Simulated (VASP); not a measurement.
## Quasiparticle energies of AlAs in VASP

Aim: the quasiparticle gap of AlAs, and what it costs to get it. The cell is of the zinc-blende type, one of the forms listed for this formula. The start is a cell from a database of measured crystal structures.

Method: PBE; plane waves and PAW (As_GW, Al_GW), in the first sound run; inputs show where later runs differ, in VASP 6.6.1.

## (1) Set-up

The structure is cubic, space group F-43m (No. 216). The conventional cell has a = 5.661 Å, b = 5.661 Å, c = 5.661 Å, α = 90.00°, β = 90.00°, γ = 90.00°. Nearest to As lie 4 Al at 2.45 Å. Nearest to Al lie 4 As at 2.45 Å. Farther neighbours are not listed.

## (2) Empty bands, functional PBE

ALGO = Exact makes the empty bands from the converged ground state in one step. LOPTICS writes the k-derivatives of the orbitals (WAVEDER), which give the long-wavelength limit of the screening.

INCAR

```
SYSTEM = AlAs
PREC = Accurate
ENCUT = 300
ISMEAR = 0
SIGMA = 0.01
LREAL = .FALSE.
GGA = PE
NBANDS = 296
ALGO = Exact
NELM = 1
LWAVE = .TRUE.
LCHARG = .FALSE.
LOPTICS = .TRUE.
NEDOS = 1000
CSHIFT = 0.1
```

POSCAR

```
AlAs
1.0
    0.0000000000      2.8304000000      2.8304000000
    2.8304000000      0.0000000000      2.8304000000
    2.8304000000      2.8304000000      0.0000000000
As Al
1 1
Direct
    0.7500000000      0.7500000000      0.7500000000
    0.0000000000      0.0000000000      0.0000000000
```

KPOINTS

```
Automatic mesh
0
Gamma
6 6 6
0 0 0
```

PAW data sets: As_GW and Al_GW (PBE family, release 64).

On the command line:

```sh
$ mpirun -np 8 vasp_std
```

The program printed:

```text
[banner, memory and clock lines left out]
running    8 mpi-ranks, on    1 nodes
 distrk:  each k-point on    8 cores,    1 groups
 distr:  one band on    1 cores,    8 groups

 POSCAR found type information on POSCAR AsAl
 POSCAR found :  2 types and       2 ions
|                                                                             |
|           W    W    AA    RRRRR   N    N  II  N    N   GGGG   !!!           |
|           W    W   A  A   R    R  NN   N  II  NN   N  G    G  !!!           |
|           W    W  A    A  R    R  N N  N  II  N N  N  G       !!!           |
|           W WW W  AAAAAA  RRRRR   N  N N  II  N  N N  G  GGG   !            |
|           WW  WW  A    A  R   R   N   NN  II  N   NN  G    G                |
|           W    W  A    A  R    R  N    N  II  N    N   GGGG   !!!           |
|                                                                             |
|     For optimal performance we recommend to set                             |
|       NCORE = 2 up to number-of-cores-per-socket                            |
|     NCORE specifies how many cores store one orbital (NPAR=cpu/NCORE).      |
|     This setting can greatly improve the performance of VASP for DFT.       |
|     The default, NCORE=1 might be grossly inefficient on modern             |
|     multi-core architectures or massively parallel machines. Do your        |
|     Unfortunately you need to use the default for GW and RPA                |
|     calculations (for HF NCORE is supported but not extensively tested      |
|     yet).                                                                   |
|                                                                             |

 LDA part: xc-table for (Slater+PW92), standard interpolation
 found WAVECAR, reading the header
  number of bands has changed, file:    10 present:   296
  trying to continue reading WAVECAR, but it might fail
 POSCAR, INCAR and KPOINTS ok, starting setup
 FFT: planning ... GRIDC
 FFT: planning ... GRID_SOFT
 FFT: planning ... GRID
 reading WAVECAR
 random initialization beyond band           10
 the WAVECAR file was read successfully
 initial charge from wavefunction
 entering main loop
       N       E                     dE             d eps       ncg     rms          rms(c)
DIA:   1    -0.937173163936E+01   -0.93717E+01    0.00000E+00     0   0.000E+00
   1 F= -.93717316E+01 E0= -.93717316E+01  d E =0.000000E+00
 writing wavefunctions
 optical routines
 imaginary and real dielectric function
 recalculating local potential from charge density
 direction            1
 direction            2
 direction            3
```

Run time: 6.4 s. Hardware: 8 MPI ranks of AMD EPYC 7R43, shared host; peak memory 0.72 GiB; 45 s of CPU time.

Lines that name or quote the potential files are left out of all logs, and their timing lines are given in words.

From OUTCAR (step 2):

```text
ion  position               nearest neighbor table
   1  0.750  0.750  0.750-   2 2.45   2 2.45   2 2.45   2 2.45
   2  0.000  0.000  0.000-   1 2.45   1 2.45   1 2.45   1 2.45

  LATTYP: Found a face centered cubic cell.
 ALAT       =     5.6608000000

 Subroutine GETGRP returns: Found 24 space group operations
 (whereof 24 operations were pure point group operations)

The static configuration has the point symmetry T_d .

 Found     16 irreducible k-points:

   k-points           NKPTS =     16   k-points in BZ     NKDIM =     16   number of bands    NBANDS=    296

   dimension x,y,z NGX =    24 NGY =   24 NGZ =   24
   dimension x,y,z NGXF=    48 NGYF=   48 NGZF=   48

   ENCUT  =  300.0 eV  22.05 Ry    4.70 a.u.   5.65  5.65  5.65*2*pi/ulx,y,z

   NELECT =       8.0000    total number of electrons

 k-points in reciprocal lattice and weights: Automatic mesh
   0.00000000  0.00000000  0.00000000       0.005
   0.16666667  0.00000000  0.00000000       0.037
   0.33333333  0.00000000  0.00000000       0.037
   0.50000000  0.00000000  0.00000000       0.019
   0.16666667  0.16666667  0.00000000       0.028
   0.33333333  0.16666667  0.00000000       0.111
   0.50000000  0.16666667  0.00000000       0.111
  -0.33333333  0.16666667  0.00000000       0.111
  -0.16666667  0.16666667  0.00000000       0.056
[...]
-0.33333333  0.33333333  0.16666667       0.111
  -0.33333333  0.50000000  0.16666667       0.056

 average (electrostatic) potential at core
       1 -50.0331       2 -53.9673

 E-fermi :   3.6388

 k-point     1 :       0.0000    0.0000    0.0000
  band No.  band energies     occupation
      1      -8.4377      2.00000
      2       3.4305      2.00000
      3       3.4305      2.00000
      4       3.4305      2.00000
      5       5.4773      0.00000
      6       7.7140      0.00000
      7       7.7140      0.00000
      8       7.7140      0.00000
      9      12.2959      0.00000
    ...

 k-point     2 :       0.1667    0.0000    0.0000
  band No.  band energies     occupation
      1      -8.1692      2.00000
      2       1.3327      2.00000
      3       3.1670      2.00000
      4       3.1670      2.00000
      5       6.2486      0.00000
      6       8.1506      0.00000
      7       8.1506      0.00000
      8       8.6208      0.00000
      9      11.6616      0.00000
    ...

 k-point     3 :       0.3333    0.0000    0.0000
  band No.  band energies     occupation
      1      -7.4895      2.00000
      2      -1.0645      2.00000
      3       2.7659      2.00000
      4       2.7659      2.00000
      5       5.7928      0.00000
      6       8.2894      0.00000
      7       8.2894      0.00000
      8      10.9285      0.00000
      9      12.4724      0.00000
    ...

  Total        0.7640399      0.7640399      0.7640399      0.0000000      0.0000000     -0.0000000
  in kB       26.9931253     26.9931253     26.9931253      0.0000000      0.0000000     -0.0000000
  external PRESSURE =      26.9931253 kB  Pullay stress =       0.0000000 kB

  energy-cutoff  :      300.00
  volume of cell :       45.35
      direct lattice vectors                 reciprocal lattice vectors
     0.000000000  2.830400000  2.830400000    -0.176653477  0.176653477  0.176653477
     2.830400000  0.000000000  2.830400000     0.176653477 -0.176653477  0.176653477
     2.830400000  2.830400000  0.000000000     0.176653477  0.176653477 -0.176653477

 POSITION                                       TOTAL-FORCE (eV/Angst)
 -----------------------------------------------------------------------------------
      4.24560      4.24560      4.24560         0.000000      0.000000      0.000000
      0.00000      0.00000      0.00000        -0.000000     -0.000000     -0.000000
 -----------------------------------------------------------------------------------
    total drift:                                0.000002      0.000002      0.000002

  FREE ENERGIE OF THE ION-ELECTRON SYSTEM (eV)
  ---------------------------------------------------
  free  energy   TOTEN  =        -9.3717316394 eV

  energy  without entropy=       -9.3717316394  energy(sigma->0) =       -9.37173164

 plasma frequency squared (from intraband transitions) (eV^2)
  --------------------------------------------------------------------------------------
       0.000       0.000       0.000
       0.000       0.000       0.000
       0.000       0.000       0.000

[... 3 further parts left out ...]
```

The gap is read on the k-mesh alone, so it is an upper bound where the band edges lie off the mesh.

This step gave:

```yaml
gap_on_the_k_mesh: 1.432 eV
least_direct_gap_on_the_k_mesh: 2.047 eV
```

WAVECAR now holds 296 bands for 8 electrons. Its independent-particle dielectric tensor has xx, yy, zz = 11.6, 11.6, 11.6 on this mesh, which isn't tested for convergence in mesh or bands and lacks local fields.

(Part 1 of 8 ends here.)

[Lines on the potential files, build, host, timing and source positions are cut from VASP's logs without a mark.]

[Logs are printed without paths, hosts, clocks, repeated set-up lines and the standing remarks that a program may print on its own settings, such as how far it seeks lower states.]

[Hosts, paths, dates, database ids (printed as entryN), source tags and the programs' standing remarks are cut or masked in the printed files.]

[Pressures printed for these runs are not shown converged in the cutoff: they can be off by several GPa and have the wrong sign.]

[In band tables of VASP the shares of atoms and orbitals are scaled to a sum of 1 inside the atoms' spheres.]
